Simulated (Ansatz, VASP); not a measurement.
## HfN in VASP and in Ansatz

INCAR

```
SYSTEM = HfN
  PREC = Accurate
  ENCUT = 520
  EDIFF = 1E-7
  ISMEAR = -1
  SIGMA = 0.05
  LREAL = .FALSE.
  LASPH = .TRUE.
  NELM = 80
  ALGO = Normal
  ISIF = 2
  LWAVE = .FALSE.
  LCHARG = .FALSE.
  GGA = PE
  NBANDS = 14
```

File KPOINTS:

```
Automatic mesh
0
G
  9 9 9
  0 0 0
```

The input POSCAR:

```
HfN
1.0
    2.7673601447      0.0000000000      0.0000000000
    0.0000000000      2.7673601447      0.0000000000
    0.0000000000      0.0000000000      2.7673601447
Hf N
1 1
Direct
    0.5000000000      0.5000000000      0.5000000000
    0.0000000000      0.0000000000      0.0000000000
```

input.yaml

```yaml
crystal:
  lattice:
    - [2.7673601447, 0.0, 0.0]
    - [0.0, 2.7673601447, 0.0]
    - [0.0, 0.0, 2.7673601447]
  atoms:
    - { symbol: Hf, position: [0.5, 0.5, 0.5] }
    - { symbol: "N", position: [0.0, 0.0, 0.0] }
hamiltonian:
  xc: pbe
  pseudopotentials: { kind: paw }
kpoints:
  mp_grid: { grid: [9, 9, 9] }
scf:
  occupations: { method: fermi_dirac, width: 0.05 }
output:
  forces: true
  stress: true
  eigenvalues: true
```

The cell was built by a generator and needn't be a form met in nature.

Alike in both runs: task single point; functional PBE; k mesh 9 × 9 × 9; occupations fermi-dirac, width 0.05 eV; no spin polarisation.

```csv
,VASP,Ansatz
version,VASP 6.6.1,Ansatz 0.2.0
potentials or method,"VASP PAW PBE potentials, release 64 (Hf_pv, N)",Ansatz PAW
plane-wave cutoff (eV),520,420
valence electrons in the cell,15,31
```

VASP gave:

```
gap on the k mesh at the Fermi level (eV) : none
pressure (GPa)                            : 13.5
```

Q: What did Ansatz give for the same quantities?

A: gap on the k mesh at the Fermi level (eV): none; pressure (GPa): 16.7.

A gap of «none» marks a metal or a gap that the smearing closes. With one functional, cell and mesh, what is left measures potentials, basis and numerics. The two sets of potentials don't hold the same shells in valence.

Caveats: the pressure holds a Pulay correction of +0.4 GPa for the finite cutoff (Ansatz). The runs have no spin-orbit coupling, so splittings on Hf are missing.
